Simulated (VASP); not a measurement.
**Hg: single point with PBEsol**

The system is Hg.

```
Hg
1.0
     2.75922   -5.76312    0.00000
     2.75922    5.76312    0.00000
     0.00000    0.00000    3.38924
Hg
4
Cartesian
  2.7592 1.5080 1.6972
  2.7592 -4.2551 3.3867
  2.7592 4.2551 0.0025
  2.7592 -1.5080 1.6921
```

```json
{"Program": "VASP 6.6.1", "Task": "single point", "Functional": "PBEsol", "Potentials or basis": "VASP PAW PBE potentials, release 64 (Hg)", "Cutoff": "520 eV", "k mesh": "4 × 4 × 6", "Occupations": "gaussian, width 0.1 eV", "Spin": "no spin polarisation"}
```

```yaml
Pressure: -2.0 GPa
Largest_force: 0.003 eV/Å
Band_gap_on_the_k_mesh: none (metal or under the smearing width)
```

Forces in eV/Å, atoms in the order of the input:
```
Hg   0.000 -0.003 -0.001
Hg   0.000 -0.003  0.001
Hg   0.000  0.003 -0.001
Hg   0.000  0.003  0.001
```

Stress tensor (GPa, compression positive):
```
-2.17  0.00  0.00
 0.00 -1.86  0.00
 0.00  0.00 -2.11
```

Levels at points of the mesh, in eV from the Fermi level:
```csv
k point,band 22,band 23,band 24,band 25,band 26,band 27
"(0.00, 0.00, 0.00)",-2.24,-1.34,-1.26,-1.07,0.29,0.77
"(0.50, 0.00, 0.00)",-5.67,-3.24,-3.24,2.81,2.81,6.14
"(0.50, 0.50, 0.00)",-5.34,-1.90,-1.12,2.03,2.60,2.82
"(0.00, 0.00, 0.50)",-3.64,-0.08,-0.08,2.12,2.12,3.13
"(0.50, 0.00, 0.50)",-2.10,-1.65,-1.65,0.62,0.62,0.99
"(0.50, 0.50, 0.50)",-2.54,-2.51,-2.51,1.76,1.76,3.85
```

Run time: 3.3 min on 1 thread of AMD EPYC 7R43 64-Core Processor (Zen 3), with other jobs on the host, peak memory 0.23 GiB.

Caveat: the PAW data sets were made with another functional, which shifts forces and pressure a little. The run has no spin-orbit coupling, so splittings on Hg are missing.
